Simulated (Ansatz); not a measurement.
An Ansatz input and the part of its output that reports the observables at the nuclei.

The cell is a Materials Project structure (computed, not necessarily an observed phase), its atoms then relaxed with PBE in this cell.

```yaml
crystal:
  lattice:
    - [4.788004, 0.0, 0.0]
    - [0.0, 4.866582, 0.0]
    - [0.0, 0.0, 3.240898]
  atoms:
    - { symbol: Sn, position: [0.5, 0.5, 0.5] }
    - { symbol: Sn, position: [0.0, 0.0, 0.0] }
    - { symbol: O, position: [0.3041715946, 0.3089045848, 0.0] }
    - { symbol: O, position: [0.8041715946, 0.1910954152, 0.5] }
    - { symbol: O, position: [0.1958284054, 0.8089045848, 0.5] }
    - { symbol: O, position: [0.6958284054, 0.6910954152, 0.0] }
kpoints:
  mp_grid: { grid: [7, 7, 10] }
scf:
  occupations: { method: fermi_dirac, width: 0.01 }
hamiltonian:
  xc: r2scan
  pseudopotentials: { kind: paw }
output:
  forces: true
  stress: true
  populations: true
  efg:
    quadrupole_moments_barn: { Sn: -0.132, O: -0.02558 }
    contact_densities: true
```

The quadrupole moment typed for Sn is that of the 23.9 keV Mössbauer state of ¹¹⁹Sn; the ground state has I = 1/2 and no quadrupole moment.

```sh
ansatz run input.yaml --threads 1 --pin off --max-ram 3072MiB --backend cpu --events-out ev --progress --plain --runs-dir out
```

Of the output, the block on the nuclei alone is shown; the set-up, the SCF iterations, energies, forces and stress are cut.

```
--- PAW observables at the nuclei: V_zz in 10²¹ V/m², potentials from the cell's mean, atoms counted from 1 ---
  atom   1  Sn V_zz =    -5.030750   η = 0.9006   by run symmetry: allowed   C_q = +16.0569 MHz
            electrostatic potential = -8173.552727 V   contact ρ = 1235440.786190 e/Å³
  atom   2  Sn V_zz =    -5.030750   η = 0.9006   by run symmetry: allowed   C_q = +16.0569 MHz
            electrostatic potential = -8173.552727 V   contact ρ = 1235440.786190 e/Å³
  atom   3  O  V_zz =   -10.999807   η = 0.1119   by run symmetry: allowed   C_q = +6.8036 MHz
            electrostatic potential = -626.234957 V   contact ρ = 2152.038834 e/Å³
  atom   4  O  V_zz =   -10.999807   η = 0.1119   by run symmetry: allowed   C_q = +6.8036 MHz
            electrostatic potential = -626.234957 V   contact ρ = 2152.038834 e/Å³
  atom   5  O  V_zz =   -10.999807   η = 0.1119   by run symmetry: allowed   C_q = +6.8036 MHz
            electrostatic potential = -626.234957 V   contact ρ = 2152.038834 e/Å³
  atom   6  O  V_zz =   -10.999807   η = 0.1119   by run symmetry: allowed   C_q = +6.8036 MHz
            electrostatic potential = -626.234957 V   contact ρ = 2152.038834 e/Å³
```

The run took 71 s of wall time (69 s of CPU time) and 0.61 GiB at its peak, on 1 thread of Arm Neoverse N1 (aarch64; 36 cores open to the job, memory cap 3.0 GiB, no GPU), a shared host with a load of 0.8 a core.

At this cell the r2SCAN pressure is -8 GPa, so with r2SCAN the cell would shrink if it were relaxed. The entry's cell may itself be off. Without spin–orbit coupling (the program notes it for Sn) the gradients are little affected as a rule: paired runs on crystals with a gap mostly move them by under 2 % at such atoms. With these PAW files V_zz is typically within 2 to 3 % of all-electron values, but misses above 10 % occur on Sn.
